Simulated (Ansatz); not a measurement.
**Which element?**

Cell vectors (Å):

```
0.0000 2.2200 2.2200
2.2200 0.0000 2.2200
2.2200 2.2200 0.0000
```

```tsv
atom	a	b	c
Ta	0.0000	0.0000	0.0000
X	0.5000	0.5000	0.5000
```

All numbers below come from PBEsol, PAW on Ansatz 0.2.0's default frozen-core files (fitted under PBE), scalar-relativistic. k mesh 16×16×16, strains of ±0.008, Fermi-Dirac smearing of 0.100 eV.

Elastic constants of a crystal by Kohn-Sham DFT: slopes of the stress over finite engineering strains of the given cell, Voigt indices, Cartesian axes as in the cell vectors.

| index | elastic (GPa) |
| --- | --- |
| 11 | 798.2 |
| 12 | 116.8 |
| 44 | 191.1 |

**Question.** All X atoms are one element. Which one was computed?

**Answer.** C; the crystal is TaC (Fm-3m).

Keep in mind: frozen-core PAW files fitted under PBE, their cores solved anew for the functional of the run; responses of metals move with mesh and smearing; no spin-orbit coupling on heavy atoms.
